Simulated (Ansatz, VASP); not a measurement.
Sn in VASP and in Ansatz

Contents of INCAR:

```
SYSTEM = Sn
PREC = Accurate
ENCUT = 520
EDIFF = 1E-6
ISMEAR = 0
SIGMA = 0.1
LREAL = .False.
LASPH = .True.
NELM = 60
ALGO = Normal
ISIF = 2
LWAVE = .False.
LCHARG = .False.
GGA = PE
NBANDS = 21
```

File KPOINTS:

```
Automatic mesh
0
Gamma
  6 6 4
  0 0 0
```

Contents of POSCAR:

```
Sn
1.0
    1.7324348787     -5.0438532459      0.0000000000
    1.7324348787      5.0438532459      0.0000000000
   -0.1471254349      0.0000000000      4.1712847980
Sn
2
Direct
    0.8690000000      0.1310000000      0.2500000000
    0.1310000000      0.8690000000      0.7500000000
```

Input for Ansatz:

```yaml
crystal:
  lattice:
    - [1.7324348787, -5.0438532459, 0.0]
    - [1.7324348787, 5.0438532459, 0.0]
    - [-0.1471254349, 0.0, 4.171284798]
  atoms:
    - { symbol: Sn, position: [0.869, 0.131, 0.25] }
    - { symbol: Sn, position: [0.131, 0.869, 0.75] }
basis:
  ecutwfc: 420
kpoints:
  mp_grid: { grid: [6, 6, 4] }
hamiltonian:
  xc: pbe
scf:
  occupations: { method: gaussian, width: 0.1 }
  lower_state_search: "off"
output:
  forces: true
  stress: true
  eigenvalues: true
```

Alike in both runs: task single point; functional PBE; k mesh 6 × 6 × 4; occupations gaussian, width 0.1 eV; no spin polarisation.

|  | VASP | Ansatz |
| --- | --- | --- |
| version | VASP 6.6.1 | Ansatz 0.2.0 |
| potentials or method | VASP PAW PBE potentials, release 64 (Sn_d) | scalar-relativistic, plane waves, PAW |
| plane-wave cutoff (eV) | 520 | 420 |
| valence electrons in the cell | 28 | 28 |

Ansatz gave:

```
gap on the k mesh at the Fermi level (eV)       : none
pressure (GPa)                                  : -6.0
largest component of the traceless stress (GPa) : 0.53
rms of the force components (eV/Å)              : 0.079
```

Question: Estimate VASP's values.

Answer: gap on the k mesh at the Fermi level (eV): none; pressure (GPa): -6.1; largest component of the traceless stress (GPa): 0.53; rms of the force components (eV/Å): 0.079.

Atom by atom the forces differ by 0.000 eV/Å (rms over components). A gap of «none» marks a metal or a gap that the smearing closes. With one functional, cell and mesh, what is left measures potentials, basis and numerics.

Caveats: the k mesh is coarse (spacing up to 0.38 Å⁻¹), so the values aren't converged.
